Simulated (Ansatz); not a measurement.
**SnTe: how the settings move a single-point run**

Aim: see which settings change the result for SnTe, by how much, and at what cost.

Program: Ansatz 0.2.0. Level of theory: reference: DFT, PBE, all-electron LAPW, scalar-relativistic. These are calculated values, not measurements.

### 1 Starting point

It takes space group Fm-3m (No. 225, cubic). The conventional cell has a = 6.313 Å, b = 6.313 Å, c = 6.313 Å, α = 90.00°, β = 90.00°, γ = 90.00°. Sn (site symmetry m-3m) is surrounded by 6 Te at 3.16 Å. Around Te (site symmetry m-3m) lie 6 Sn at 3.16 Å.

Structure file:

```
Sn Te
1.0
     0.00000    3.15650    3.15650
     3.15650    0.00000    3.15650
     3.15650    3.15650    0.00000
Sn Te
1 1
Direct
  0.00000 0.00000 0.00000
  0.50000 0.50000 0.50000
```

### 2 The reference run

The input, input.yaml:

```yaml
crystal:
  lattice:
    - [0.0, 3.1565, 3.1565]
    - [3.1565, 0.0, 3.1565]
    - [3.1565, 3.1565, 0.0]
  atoms:
    - { symbol: Sn, position: [0.0, 0.0, 0.0] }
    - { symbol: Te, position: [0.5, 0.5, 0.5] }
kpoints:
  mp_grid: { grid: [11, 11, 11] }
scf:
  occupations: { method: cold, width: 0.15 }
hamiltonian:
  xc: pbe
  pseudopotentials: { kind: all_electron, lapw: { basis_error: 0.00025 } }
output:
  forces: true
  stress: true
  eigenvalues: true
```

Launch:

```bash
$ ansatz run input.yaml --threads 1 --pin off --max-ram 2048MiB --backend cpu --events-out ev --progress --plain --runs-dir out
```

### 3 Variant: occupations.width 0.025, scf.algorithm direct_min, xc_grid 3

input.yaml: that of step 2 with these lines changed.

```diff
@@ -11,3 +11,4 @@
 scf:
-  occupations: { method: cold, width: 0.15 }
+  occupations: { method: cold, width: 0.025 }
+  algorithm: direct_min
 hamiltonian:
@@ -19 +20,3 @@
   eigenvalues: true
+basis:
+  xc_grid: 3
```

Before running it: what results should come out? Wanted: for each run, ending; energy change; pressure; gap; force.

**Answer**, as computed:

```
                                                            run     ending       energy change  pressure (GPa)  gap (eV)  force (eV/Å)  cycles  time
                                                      reference  converged                   0             2.0      0.42          0.00       9  24 s
1: occupations.width 0.025, scf.algorithm direct_min, xc_grid 3  converged  0.0 meV/atom (σ→0)             2.0      0.42          0.00       8  55 s
```

Residual by cycle in the longest SCF loop of each run; runs are numbered as in the table. The quantity is the density residual dr2, in eV.

```
cycle  reference    run 1
    1      0.215    0.215
    2    0.00792  0.00185
    3    0.00454   3.7e-5
    4     8.5e-4   1.9e-6
    5     4.1e-5   5.3e-9
    6     5.4e-7  5.5e-10
    7     8.3e-9  5.4e-12
    8     4.3e-8  2.2e-13
    9     2.9e-8        -
```

Changing the smearing, solver and numerical grids hardly moves the energy: 0.0 meV/atom. Cost: 8 SCF cycles against 9, 55 s against 24 s. The gap of the reference lacks spin-orbit coupling, though the cell holds Te.

These are semilocal Kohn-Sham gaps, which aren't the measured quantity. Such gaps usually fall short of the measured ones; spin-orbit coupling, left out here, narrows gaps with Te, so the two errors partly cancel.
